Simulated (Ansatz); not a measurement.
# Residual resistivity of an alloy: Pt(111) with 4 layers of random Pt-Ir, 2x2

How strongly does chemical disorder scatter in Pt(111) with 4 layers of random Pt-Ir, 2x2?

Calculated with Ansatz 0.2.0; Ansatz plane-wave DFT, PBE, PAW files; ballistic transport by layer matching (Landauer), zero bias; PAW set soft_1.

### Step 1. Set-up

The cell holds 40 atoms: 28 Pt and 12 Ir. Its edges and angles: a = 5.546 Å, b = 5.546 Å, c = 22.699 Å, α = 93.5°, β = 86.5°, γ = 120.0°. It derives from Pt. Regions: lead, 24 atoms (24 Pt); scattering region, 16 atoms (12 Ir and 4 Pt). The structure is stacked along c, and the current runs across the ab planes.

### Step 2. With 4 alloy layers

In 4 layers a share of 0.75 of the sites is given to Ir at random. The layers about the cell's end stay perfect and serve as the lead. Disorder leaves little or no symmetry, which makes such runs dear. Energies from -0.05 to 0.05 eV in steps of 0.05 eV are too few for the program's thermal sum, so it prints no conductance; for a metal the transmission near the Fermi level serves, at a fraction of the cost.

input.yaml

```yaml
crystal:
  lattice:
    - [5.5462627489, 0.0, 0.0]
    - [-2.7731313745, 4.8032044366, 0.0]
    - [1.3865656872, -0.8005340728, 22.6425228571]
  atoms:
    - { symbol: Pt, position: [0.9916666667, 0.0083333333, 0.05] }
    - { symbol: Pt, position: [0.9916666667, 0.5083333333, 0.05] }
    - { symbol: Pt, position: [0.4916666667, 0.0083333333, 0.05] }
    - { symbol: Pt, position: [0.4916666667, 0.5083333333, 0.05] }
    - { symbol: Pt, position: [0.1416666667, 0.3583333333, 0.15] }
    - { symbol: Pt, position: [0.1416666667, 0.8583333333, 0.15] }
    - { symbol: Pt, position: [0.6416666667, 0.3583333333, 0.15] }
    - { symbol: Pt, position: [0.6416666667, 0.8583333333, 0.15] }
    - { symbol: Pt, position: [0.2916666667, 0.2083333333, 0.25] }
    - { symbol: Pt, position: [0.2916666667, 0.7083333333, 0.25] }
    - { symbol: Pt, position: [0.7916666667, 0.2083333333, 0.25] }
    - { symbol: Pt, position: [0.7916666667, 0.7083333333, 0.25] }
    - { symbol: Ir, position: [0.9416666667, 0.0583333333, 0.35] }
    - { symbol: Pt, position: [0.9416666667, 0.5583333333, 0.35] }
    - { symbol: Ir, position: [0.4416666667, 0.0583333333, 0.35] }
    - { symbol: Ir, position: [0.4416666667, 0.5583333333, 0.35] }
    - { symbol: Ir, position: [0.0916666667, 0.4083333333, 0.45] }
    - { symbol: Pt, position: [0.0916666667, 0.9083333333, 0.45] }
    - { symbol: Ir, position: [0.5916666667, 0.4083333333, 0.45] }
    - { symbol: Ir, position: [0.5916666667, 0.9083333333, 0.45] }
    - { symbol: Ir, position: [0.2416666667, 0.2583333333, 0.55] }
    - { symbol: Ir, position: [0.2416666667, 0.7583333333, 0.55] }
    - { symbol: Pt, position: [0.7416666667, 0.2583333333, 0.55] }
    - { symbol: Ir, position: [0.7416666667, 0.7583333333, 0.55] }
    - { symbol: Ir, position: [0.8916666667, 0.1083333333, 0.65] }
    - { symbol: Ir, position: [0.8916666667, 0.6083333333, 0.65] }
    - { symbol: Pt, position: [0.3916666667, 0.1083333333, 0.65] }
    - { symbol: Ir, position: [0.3916666667, 0.6083333333, 0.65] }
    - { symbol: Pt, position: [0.0416666667, 0.4583333333, 0.75] }
    - { symbol: Pt, position: [0.0416666667, 0.9583333333, 0.75] }
    - { symbol: Pt, position: [0.5416666667, 0.4583333333, 0.75] }
    - { symbol: Pt, position: [0.5416666667, 0.9583333333, 0.75] }
    - { symbol: Pt, position: [0.1916666667, 0.3083333333, 0.85] }
    - { symbol: Pt, position: [0.1916666667, 0.8083333333, 0.85] }
    - { symbol: Pt, position: [0.6916666667, 0.3083333333, 0.85] }
    - { symbol: Pt, position: [0.6916666667, 0.8083333333, 0.85] }
    - { symbol: Pt, position: [0.8416666667, 0.1583333333, 0.95] }
    - { symbol: Pt, position: [0.8416666667, 0.6583333333, 0.95] }
    - { symbol: Pt, position: [0.3416666667, 0.1583333333, 0.95] }
    - { symbol: Pt, position: [0.3416666667, 0.6583333333, 0.95] }
kpoints:
  mp_grid: { grid: [5, 5, 1] }
hamiltonian:
  xc: pbe
  pseudopotentials: { kind: paw, azcp: { folder: soft_1 } }
scf:
  occupations: { method: fermi_dirac, width: 0.1 }
output:
  transmission:
    leads: [[0, 4]]
    kmesh: [10, 10]
    e_range: [-0.05, 0.05]
    de: 0.05
  write_potential: true
  write_density: true
  volumetric_format: npy
```

On the command line:

```console
ansatz run input.yaml --threads 4 --pin off --max-ram 15360MiB --backend cpu --events-out ev --progress --plain --runs-dir out
```

Numbers of over 12 decimals in the logs are rounded to 6 here.

Log:

```text
Engine: ansatz 0.2.0, aarch64-unknown-linux-gnu
Pseudopotentials: kind: paw
Pseudopotential: Pt, paw, valence charge 18, recommended cutoff 420 eV (normal), soft_1/Pt.paw.azcp
Pseudopotential: Ir, paw, valence charge 17, recommended cutoff 420 eV (normal), soft_1/Ir.paw.azcp
Functional definition: PBE
  parameter kappa = 0.804
  parameter beta = 0.066725
  exchange = pbe_x(kappa = kappa, mu = beta*pi^2/3)
  correlation = pbe_c(beta = beta)
Crystal: 40 atoms, lattice volume = 603.193 Å³
Basis set: ecut = 420 eV, 11827 PW (Γ)
Bands: 425, of which v1, the nominal top of the filled ones, is band 354 counted from 1 (353 counted from 0)
Symmetry: 2 space group operations
Space group: C2 (ITA 5), of the structure as read, at distance tolerance 8.4e-5 Å
k-points: 9 of 25 (time reversal used)
Non-local potential: Pt, projectors of the file, l = 0: 3, l = 1: 2, l = 2: 2, l = 3: 1
Non-local potential: Ir, projectors of the file, l = 0: 3, l = 1: 2, l = 2: 2, l = 3: 1
PAW form: soft (Blöchl's): semilocal exchange-correlation on the pseudo side does not see the compensation charge
PAW one-centre angular grid: Pt, 590 points (default); XC on 64 Gauss nodes
PAW one-centre angular grid: Ir, 590 points (default); XC on 64 Gauss nodes
Initial density: superposition of atomic densities (chi_scale 0.1, normalization cell, long waves of neutral atoms (reshape's long-wave potential 3.24 eV rms, cloud 2.77 Å wide))
Initial wavefunctions: pseudopotential atomic-orbital guess
Functional: x = pbe(κ = 0.804, μ = 0.219515), c = pbe(β = 0.066725)
SCF iter   1: F=—  HF=-493975.093304 eV  |F-HF|=—  |Δ(HF+E_count)|=         —  Δρ=1.72e-1  dr2=3.24e3  ethr=3.10e-3  ⟨swp⟩=5.0  Hψ=11645  notcnv=0  defer=119
preconditioner: auto → Kerker (q_TF=auto, 2.802 Å⁻¹)  [metal: Δε(μ)=0.009 eV  Ē_g=7.939 eV  σ=0.100 eV  W_gap=0.02  n_scr=240 (ndim 8)  ℏωp=29.8 eV  f_vac=0.000  D(μ)=40.08/eV (n_scr^D=384)]
SCF iter   2: F=—  HF=-493938.689958 eV  |F-HF|=—  |Δ(HF+E_count)|=    3.64e1  Δρ=6.03e-2  dr2=3.73e2  ethr=3.10e-3  ⟨swp⟩=2.0  Hψ=6295  notcnv=0  defer=278
SCF iter   3: F=—  HF=-493933.375282 eV  |F-HF|=—  |Δ(HF+E_count)|=    5.31e0  Δρ=2.32e-2  dr2=8.55e0  ethr=3.10e-3  ⟨swp⟩=2.1  Hψ=4689  notcnv=0  defer=282
SCF iter   4: F=—  HF=-493932.950401 eV  |F-HF|=—  |Δ(HF+E_count)|=   4.25e-1  Δρ=1.14e-2  dr2=2.09e1  ethr=1.21e-3  ⟨swp⟩=2.0  Hψ=4379  notcnv=0  defer=288  recentre
SCF iter   5: F=—  HF=-493932.870379 eV  |F-HF|=—  |Δ(HF+E_count)|=   8.00e-2  Δρ=7.59e-3  dr2=4.92e-1  ethr=1.21e-3  ⟨swp⟩=1.0  Hψ=3537  notcnv=0  defer=288
SCF iter   6: F=—  HF=-493932.791866 eV  |F-HF|=—  |Δ(HF+E_count)|=   7.85e-2  Δρ=1.95e-3  dr2=3.58e-2  ethr=6.95e-5  ⟨swp⟩=1.9  Hψ=4689  notcnv=0  defer=288
SCF iter   7: F=—  HF=-493932.784705 eV  |F-HF|=—  |Δ(HF+E_count)|=   7.16e-3  Δρ=2.89e-4  dr2=5.99e-3  ethr=5.06e-6  ⟨swp⟩=2.4  Hψ=5679  notcnv=0  defer=288
SCF iter   8: F=—  HF=-493932.784465 eV  |F-HF|=—  |Δ(HF+E_count)|=   2.40e-4  Δρ=4.88e-5  dr2=3.10e-4  ethr=8.46e-7  ⟨swp⟩=1.0  Hψ=3635  notcnv=0  defer=288
SCF iter   9: F=—  HF=-493932.784442 eV  |F-HF|=—  |Δ(HF+E_count)|=   2.33e-5  Δρ=1.88e-5  dr2=5.29e-5  ethr=4.37e-8  ⟨swp⟩=1.0  Hψ=3535  notcnv=0  defer=288
SCF iter  10: F=—  HF=-493932.783258 eV  |F-HF|=—  |Δ(HF+E_count)|=   1.18e-3  Δρ=3.62e-6  dr2=5.78e-7  ethr=7.48e-9  ⟨swp⟩=1.0  Hψ=3655  notcnv=0  defer=288
SCF iter  11: F=-493932.783258 eV  HF=-493932.783258 eV  |F-HF|=3.38e-9  |Δ(HF+E_count)|=   7.04e-9  Δρ=6.72e-7  dr2=4.66e-9  ethr=1.41e-11  ⟨swp⟩=8.9  Hψ=10902  notcnv=0
SCF 1 converged in 11 iterations: F = -493932.783258 eV  dr2 = 4.66e-9
  greatest PAW one-centre occupation: 1.000 electrons in one spin orbital (limit 2), on the Pt atom at site 22 (counted from 0), in its partial waves of l = 0
transmission: 208 of 2080 steps passed
transmission: 416 of 2080 steps passed
[...]
transmission: 2080 of 2080 steps passed
SCF converged after 11 iterations
Free energy (F): -493932.783258 eV
Harris-Foulkes:  -493932.783258 eV  (|F-HF|=3.38e-9)
Internal energy: -493930.802374 eV  (E = F + TS)
E sigma→0 (E₀):  -493931.792816 eV
Entropy (-TS):   -1.980885 eV (-49.522 meV/atom)
Fermi energy:    23.570349 eV
--- Per-component energies (eV) ---
  E_band       = -4940.318608
  E_kinetic    = 23184.912175
  E_local      = -54650.919490  (includes V_loc(G=0)·N_el)
  E_nonlocal   = 7983.429135
  E_hartree    = 20738.390005
  E_xc         = -9267.583986
  E_vxc        = -10678.725980  (∫ρ·V_xc dr)
  E_paw        = -376728.945101  (= ΣΔE_a)
  E_vpaw       = -12255.829452  (= ΣTr[D̂ρ^β])
  E_aug_tail   = 0.035649  (compensation charges beyond the density's cutoff)
  E_ewald      = -105190.120761
  E_smearing   = -1.980885  (= −TS)
  E_closure    = 0.000000  (closes the sum)
  Σ components = -493932.783258   (vs F -493932.783258, Δ=0.00e0)
--- Band table (eV; the first three rows and the last of 9) ---
  k-point 0: bands = [... 350 lower, 23.8400, 23.8827, 23.9082, 23.9604, 23.9666, 23.9698, 23.9804, 24.0158, ... 67 higher]
  k-point 1: bands = [... 350 lower, 23.6001, 23.6238, 23.6857, 23.6967, 23.7320, 23.7648, 23.7884, 23.8119, ... 67 higher]
  k-point 2: bands = [... 350 lower, 23.3590, 23.4459, 23.4899, 23.5164, 23.5351, 23.5588, 23.6025, 23.6805, ... 67 higher]
  k-point 8: bands = [... 350 lower, 23.4326, 23.4720, 23.4886, 23.5406, 23.5531, 23.5722, 23.6172, 23.6381, ... 67 higher]
--- Transmission ---
  basis      : 241 plane waves across, 40 finite elements along
  points     : 52, standing for a mesh of 10 x 10
  energies   : 3 from -0.050000 to 0.050000 eV about the Fermi level, 0.050000 eV apart; the leads are filled to 0.000000 eV, and channels, transmission and decay are at 0.000000 eV
  crystal 0  : Pt4, at the sites [0, 4], period 2.2643 Å, over 13.59 Å; its Hamiltonian steps by up to 15.4 meV
    offset         : up to 0.0000 Å between an atom of the period and one for which it stands
    channels       : 6.890000e0 a spin
    conductance    : none, the energies end too early or step too widely for 300 K: set another output.transmission.e_range or a lower de, or, where they end at an eighth of basis.ecutwfc, a higher one
  junction   : crystal 0 to crystal 0, 0.70 to 21.08 Å
    transmission   : 3.565150e0 a spin
    conductance    : none, the energies end too early or step too widely for 300 K: set another output.transmission.e_range or a lower de, or, where they end at an eighth of basis.ecutwfc, a higher one
```

Elapsed: 7.5 min, on 4 threads of Arm Neoverse V1, shared host; peak memory 5.1 GiB; 29 min of CPU time.

Numbers from this step:

```yaml
free_energy: -493932.7833 eV
energy_at_zero_smearing: -493931.7928 eV
fermi_energy: 23.57 eV
cell_area: 26.64 Å²
transmission_per_spin_nearest_the_fermi_level: 3.565
open_channels_per_spin_nearest_the_fermi_level: 6.89
step_of_the_lead_s_potential: 15.4 meV
```

Per spin. The transmission, zone mean by energy, zero at the Fermi level:

| energy (eV) | transmission, zone mean |
| --- | --- |
| -0.0500 | 3.81 |
| 0.0000 | 3.57 |
| 0.0500 | 3.45 |

Per spin. The open channels, zone mean, lead by energy, zero at the Fermi level:

| energy (eV) | open channels, zone mean, lead |
| --- | --- |
| -0.0500 | 7.1 |
| 0.0000 | 6.89 |
| 0.0500 | 6.27 |

Transmission over k1 and k2. At 0.0000 eV from the Fermi level.

Ten even steps from '_' (1.84) to '@' (4.70):
```
@@@@##**##@@@@::__::
--##%%++++@@%%==::__
--**++##__%%++##==::
@@##++__--==__++%%@@
@@@@@@%%==**==%%@@@@
@@@@%%++__==--__++##
--::==##++%%__##++**
--__::==%%@@++++%%##
@@::__::@@@@##**##@@
%%@@----@@@@@@----@@
```
Columns: k1 (b1) from -0.5 to 0.4; rows upwards: k2 (b2) from -0.5 to 0.4.

Open channels over k1 and k2. At 0.0000 eV from the Fermi level.

Ten even steps from '_' (3.0) to '@' (10.0):
```
@@##++==++##@@..__..
==++##====##++==____
======%%..%%======..
@@++==..%%%%..==++@@
@@####%%%%::%%%%####
@@@@++==..%%%%..==++
==..======%%..%%====
==____==++##====##++
@@..__..@@##++==++##
@@@@====@@@@@@====@@
```
Columns: k1 (b1) from -0.5 to 0.4; rows upwards: k2 (b2) from -0.5 to 0.4.

Over the solved energies the transmission per spin lies between 3.45 and 3.81, out of 6.75 channels of the lead on average (up to 7.1).

### Step 3. With 8 alloy layers

In 8 layers a share of 0.75 of the sites is given to Ir at random. A fresh draw is used; the growth of the resistance with length is what counts.

System of this step: Pt(111) with 8 layers of random Pt-Ir, 2x2. The cell holds 56 atoms: 32 Pt and 24 Ir. Cell: a = 5.546 Å, b = 5.546 Å, c = 31.740 Å, α = 87.5°, β = 92.5°, γ = 120.0°. It derives from Pt. Regions: lead, 24 atoms (24 Pt); scattering region, 32 atoms (8 Pt and 24 Ir). The structure is stacked along c, and the current runs across the ab planes.

input.yaml

```yaml
crystal:
  lattice:
    - [5.5462627489, 0.0, 0.0]
    - [-2.7731313745, 4.8032044366, 0.0]
    - [-1.3865656872, 0.8005340728, 31.6995319999]
  atoms:
    - { symbol: Pt, position: [0.005952381, 0.994047619, 0.0357142857] }
    - { symbol: Pt, position: [0.005952381, 0.494047619, 0.0357142857] }
    - { symbol: Pt, position: [0.505952381, 0.994047619, 0.0357142857] }
    - { symbol: Pt, position: [0.505952381, 0.494047619, 0.0357142857] }
    - { symbol: Pt, position: [0.1845238095, 0.3154761905, 0.1071428571] }
    - { symbol: Pt, position: [0.1845238095, 0.8154761905, 0.1071428571] }
    - { symbol: Pt, position: [0.6845238095, 0.3154761905, 0.1071428571] }
    - { symbol: Pt, position: [0.6845238095, 0.8154761905, 0.1071428571] }
    - { symbol: Pt, position: [0.3630952381, 0.1369047619, 0.1785714286] }
    - { symbol: Pt, position: [0.3630952381, 0.6369047619, 0.1785714286] }
    - { symbol: Pt, position: [0.8630952381, 0.1369047619, 0.1785714286] }
    - { symbol: Pt, position: [0.8630952381, 0.6369047619, 0.1785714286] }
    - { symbol: Pt, position: [0.0416666667, 0.9583333333, 0.25] }
    - { symbol: Ir, position: [0.0416666667, 0.4583333333, 0.25] }
    - { symbol: Ir, position: [0.5416666667, 0.9583333333, 0.25] }
    - { symbol: Ir, position: [0.5416666667, 0.4583333333, 0.25] }
    - { symbol: Ir, position: [0.2202380952, 0.2797619048, 0.3214285714] }
    - { symbol: Ir, position: [0.2202380952, 0.7797619048, 0.3214285714] }
    - { symbol: Ir, position: [0.7202380952, 0.2797619048, 0.3214285714] }
    - { symbol: Pt, position: [0.7202380952, 0.7797619048, 0.3214285714] }
    - { symbol: Ir, position: [0.3988095238, 0.1011904762, 0.3928571429] }
    - { symbol: Ir, position: [0.3988095238, 0.6011904762, 0.3928571429] }
    - { symbol: Ir, position: [0.8988095238, 0.1011904762, 0.3928571429] }
    - { symbol: Pt, position: [0.8988095238, 0.6011904762, 0.3928571429] }
    - { symbol: Ir, position: [0.0773809524, 0.9226190476, 0.4642857143] }
    - { symbol: Ir, position: [0.0773809524, 0.4226190476, 0.4642857143] }
    - { symbol: Pt, position: [0.5773809524, 0.9226190476, 0.4642857143] }
    - { symbol: Ir, position: [0.5773809524, 0.4226190476, 0.4642857143] }
    - { symbol: Ir, position: [0.255952381, 0.244047619, 0.5357142857] }
    - { symbol: Ir, position: [0.255952381, 0.744047619, 0.5357142857] }
    - { symbol: Ir, position: [0.755952381, 0.244047619, 0.5357142857] }
    - { symbol: Ir, position: [0.755952381, 0.744047619, 0.5357142857] }
    - { symbol: Pt, position: [0.4345238095, 0.0654761905, 0.6071428571] }
    - { symbol: Ir, position: [0.4345238095, 0.5654761905, 0.6071428571] }
    - { symbol: Pt, position: [0.9345238095, 0.0654761905, 0.6071428571] }
    - { symbol: Ir, position: [0.9345238095, 0.5654761905, 0.6071428571] }
    - { symbol: Ir, position: [0.1130952381, 0.8869047619, 0.6785714286] }
    - { symbol: Ir, position: [0.1130952381, 0.3869047619, 0.6785714286] }
    - { symbol: Ir, position: [0.6130952381, 0.8869047619, 0.6785714286] }
    - { symbol: Ir, position: [0.6130952381, 0.3869047619, 0.6785714286] }
    - { symbol: Ir, position: [0.2916666667, 0.2083333333, 0.75] }
    - { symbol: Ir, position: [0.2916666667, 0.7083333333, 0.75] }
    - { symbol: Pt, position: [0.7916666667, 0.2083333333, 0.75] }
    - { symbol: Pt, position: [0.7916666667, 0.7083333333, 0.75] }
    - { symbol: Pt, position: [0.4702380952, 0.0297619048, 0.8214285714] }
    - { symbol: Pt, position: [0.4702380952, 0.5297619048, 0.8214285714] }
    - { symbol: Pt, position: [0.9702380952, 0.0297619048, 0.8214285714] }
    - { symbol: Pt, position: [0.9702380952, 0.5297619048, 0.8214285714] }
    - { symbol: Pt, position: [0.1488095238, 0.8511904762, 0.8928571429] }
    - { symbol: Pt, position: [0.1488095238, 0.3511904762, 0.8928571429] }
    - { symbol: Pt, position: [0.6488095238, 0.8511904762, 0.8928571429] }
    - { symbol: Pt, position: [0.6488095238, 0.3511904762, 0.8928571429] }
    - { symbol: Pt, position: [0.3273809524, 0.1726190476, 0.9642857143] }
    - { symbol: Pt, position: [0.3273809524, 0.6726190476, 0.9642857143] }
    - { symbol: Pt, position: [0.8273809524, 0.1726190476, 0.9642857143] }
    - { symbol: Pt, position: [0.8273809524, 0.6726190476, 0.9642857143] }
kpoints:
  mp_grid: { grid: [5, 5, 1] }
hamiltonian:
  xc: pbe
  pseudopotentials: { kind: paw, azcp: { folder: soft_1 } }
scf:
  occupations: { method: fermi_dirac, width: 0.1 }
output:
  transmission:
    leads: [[0, 4]]
    kmesh: [10, 10]
    e_range: [-0.05, 0.05]
    de: 0.05
  write_potential: true
  write_density: true
  volumetric_format: npy
```

Log:

```text
[...]
Crystal: 56 atoms, lattice volume = 844.470 Å³
Basis set: ecut = 420 eV, 16521 PW (Γ)
Bands: 591, of which v1, the nominal top of the filled ones, is band 492 counted from 1 (491 counted from 0)
Symmetry: 1 space group operations
[...]
k-points: 13 of 25 (time reversal used)
[...]
SCF iter   1: F=—  HF=-687335.829249 eV  |F-HF|=—  |Δ(HF+E_count)|=         —  Δρ=1.83e-1  dr2=9.33e3  ethr=3.10e-3  ⟨swp⟩=4.8  Hψ=23258  notcnv=0  defer=153
[...]
SCF iter  12: F=-687272.913384 eV  HF=-687272.913384 eV  |F-HF|=5.94e-9  |Δ(HF+E_count)|=   1.40e-9  Δρ=2.56e-7  dr2=6.52e-9  ethr=1.02e-11  ⟨swp⟩=8.2  Hψ=16851  notcnv=0
SCF 1 converged in 12 iterations: F = -687272.913384 eV  dr2 = 6.52e-9
[...]
transmission: 300 of 2964 steps passed
transmission: 594 of 2964 steps passed
[...]
transmission: 2964 of 2964 steps passed
SCF converged after 12 iterations
Free energy (F): -687272.913384 eV
[...]
Internal energy: -687270.291380 eV  (E = F + TS)
E sigma→0 (E₀):  -687271.602382 eV
Entropy (-TS):   -2.622003 eV (-46.821 meV/atom)
Fermi energy:    23.614981 eV
[...]
--- Band table (eV; the first three rows and the last of 13) ---
  k-point 0: bands = [... 488 lower, 24.0038, 24.0187, 24.0353, 24.0503, 24.0598, 24.0650, 24.0827, 24.1115, ... 95 higher]
  k-point 1: bands = [... 488 lower, 23.6942, 23.7179, 23.7253, 23.7681, 23.7834, 23.8075, 23.8183, 23.8367, ... 95 higher]
  k-point 2: bands = [... 488 lower, 23.3736, 23.4435, 23.4799, 23.5050, 23.5425, 23.5660, 23.5832, 23.6310, ... 95 higher]
  k-point 12: bands = [... 488 lower, 23.4889, 23.5492, 23.5673, 23.5746, 23.6067, 23.6196, 23.6310, 23.6788, ... 95 higher]
--- Transmission ---
  basis      : 241 plane waves across, 57 finite elements along
  points     : 52, standing for a mesh of 10 x 10
[...]
channels       : 6.810000e0 a spin
[...]
junction   : crystal 0 to crystal 0, 0.70 to 30.13 Å
    transmission   : 2.942207e0 a spin
[...]
```

It took 16 min on 4 threads; peak memory 9.5 GiB.

This step gave:

```yaml
free_energy: -687272.9134 eV
energy_at_zero_smearing: -687271.6024 eV
fermi_energy: 23.61 eV
transmission_per_spin_nearest_the_fermi_level: 2.942
open_channels_per_spin_nearest_the_fermi_level: 6.81
step_of_the_lead_s_potential: 10.4 meV
```

Per spin. Table of transmission, zone mean by energy, zero at the Fermi level:

| energy (eV) | transmission, zone mean |
| --- | --- |
| -0.0500 | 3.17 |
| 0.0000 | 2.94 |
| 0.0500 | 2.81 |

Over the solved energies the transmission per spin lies between 2.81 and 3.17, out of 6.77 channels of the lead on average (up to 7.1).

[end of part 1 of 2]

[Logs are printed without paths, hosts, clocks, repeated set-up lines and the standing remarks that a program may print on its own settings, such as how far it seeks lower states.]

[Hosts, paths, dates, database ids (printed as entryN), source tags and the programs' standing remarks are cut or masked in the printed files.]
